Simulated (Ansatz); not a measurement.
Wires are cut from relaxed bulk ZnS (P6_3mc, 20.19 Å³/atom, gap on the mesh 2.08 eV); atoms and period are relaxed, and energies count from that bulk.

Level of theory: DFT PBE, scalar-relativistic, plane waves, PAW (Ansatz 0.2.0).

Settings: cutoff 420 eV, Γ-centred mesh 1×1×5 on the computed 20-atom cell, Gaussian smearing of 0.05 eV; collinear spin from starting moments 0.3 0.3 0.3 0.3 0.3 0.3 0.3 0.3 0.3 0.3 0.3 0.3 0.3 0.3 0.3 0.3 0.3 0.3 0.3 0.3 μB.

Start ([001] wire, 20 host atoms a period):

```
Zn S
1.0
    16.70000    0.00000    0.00000
     0.00000   16.00000    0.00000
     0.00000    0.00000    6.30533
Zn S
10 10
Direct
  0.38487 0.29186 0.00522
  0.26973 0.50000 0.00522
  0.61513 0.29186 0.00522
  0.50000 0.50000 0.00522
  0.38487 0.70814 0.00522
  0.73027 0.50000 0.00522
  0.61513 0.70814 0.00522
  0.38487 0.43062 0.50522
  0.61513 0.43062 0.50522
  0.50000 0.63876 0.50522
  0.38487 0.29186 0.37978
  0.26973 0.50000 0.37978
  0.61513 0.29186 0.37978
  0.50000 0.50000 0.37978
  0.38487 0.70814 0.37978
  0.73027 0.50000 0.37978
  0.61513 0.70814 0.37978
  0.38487 0.43062 0.87978
  0.61513 0.43062 0.87978
  0.50000 0.63876 0.87978
```

Q: What does the relaxation give?

A: The free energy falls by 279 meV/atom.

| Property | Result |
| --- | --- |
| excess energy (eV per host atom) | 0.540 |
| line energy (eV/Å) | 1.675 |
| period (Å) | 6.455 |
| gap on the mesh (eV) | 1.17 |
| highest filled level or Fermi level under vacuum (eV) | 5.68 |
| size of the moment (μB per cell) | 0.00 |

Relaxed structure:
```
Zn S
1.0
    16.70000    0.00000    0.00000
     0.00000   16.00000    0.00000
     0.00000    0.00000    6.45500
Zn S
10 10
Direct
  0.38616 0.32660 0.06853
  0.29920 0.48383 0.06853
  0.61384 0.32660 0.06853
  0.50000 0.50000 0.99697
  0.41302 0.68959 0.06852
  0.70080 0.48383 0.06853
  0.58698 0.68959 0.06852
  0.37193 0.42283 0.44487
  0.62807 0.42283 0.44487
  0.50000 0.65434 0.44486
  0.38050 0.28096 0.37372
  0.25850 0.50149 0.37374
  0.61950 0.28096 0.37372
  0.50000 0.50000 0.35512
  0.37801 0.71752 0.37372
  0.74150 0.50149 0.37374
  0.62199 0.71752 0.37372
  0.38580 0.43119 0.83660
  0.61420 0.43119 0.83660
  0.50000 0.63764 0.83659
```

The gap is read on a mesh, which can miss the band edges, so it can be too wide.

Each run keeps its start's symmetry and one magnetic start, so lower states can exist.

It took 4 min on 4 threads of AMD EPYC 9R45 96-Core Processor (Zen 5) (shared host), peak memory 4 GiB.